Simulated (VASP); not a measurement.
Wanted: the native input for a VASP 6.6.1 run.

| Property | Result |
| --- | --- |
| Task | single point |
| Functional | PBE |
| Potentials or basis | VASP PAW PBE potentials, release 64 (K_sv, Br, H) |
| Cutoff | 520 eV |
| k mesh | 6 × 6 × 6 |
| Occupations | fermi-dirac, width 0.0392 eV |
| Spin | no spin polarisation |
| Dipole correction | no |
| Further INCAR settings | ALGO = Normal; EDIFF = 1e-06; NBANDS = 40 |

The structure of K2HBr6 lies in POSCAR:

```
K2HBr6
1.0
    0.0000000000      5.1780110000      5.1780110000
    5.1780110000      0.0000000000      5.1780110000
    5.1780110000      5.1780110000      0.0000000000
K Br H
2 6 1
Direct
    0.2500000000      0.2500000000      0.2500000000
    0.7500000000      0.7500000000      0.7500000000
    0.7597900000      0.2402100000      0.2402100000
    0.2402100000      0.7597900000      0.2402100000
    0.2402100000      0.7597900000      0.7597900000
    0.7597900000      0.2402100000      0.7597900000
    0.2402100000      0.2402100000      0.7597900000
    0.7597900000      0.7597900000      0.2402100000
    0.0000000000      0.0000000000      0.0000000000
```

The cell was built by a generator and needn't be a form met in nature.

The input as run:

INCAR

```
SYSTEM = K2HBr6
ALGO     = Normal         ! electronic algorithm
EDIFF    = 1E-6           ! SCF threshold, eV
ENCUT    = 520            ! plane-wave cutoff, eV
GGA      = PE             ! functional
ISIF     = 2              ! what is computed and relaxed
ISMEAR   = -1             ! smearing method
LASPH    = .TRUE.         ! aspherical terms in the spheres
LCHARG   = .FALSE.        ! write CHGCAR
LREAL    = .FALSE.        ! projectors in reciprocal space
LWAVE    = .FALSE.        ! write WAVECAR
NBANDS   = 40             ! bands
NELM     = 80             ! most SCF steps
PREC     = Accurate       ! precision mode
SIGMA    = 0.0392         ! smearing width, eV
```

KPOINTS

```
k-points
0
G
  6 6 6
  0 0 0
```

Potentials or basis: VASP PAW PBE potentials, release 64 (K_sv, Br, H).

Command:

```console
$ cat potpaw_PBE.64/K_sv/POTCAR potpaw_PBE.64/Br/POTCAR potpaw_PBE.64/H/POTCAR > POTCAR
$ mpirun -np 1 vasp_std > vasp.out
```

Results of the run:

| Quantity | Value |
| --- | --- |
| Pressure | -1.2 GPa |
| Largest force | 0.009 eV/Å |
| Band gap on the k mesh | none (metal or under the smearing width) |

Caveat: an odd number of electrons without spin polarisation forces a metal; a magnetic or distorted state may lie lower.

It took 2.2 min on 1 thread of AMD EPYC 9R45 96-Core Processor (Zen 5), on a shared host, peak memory 0.45 GiB.
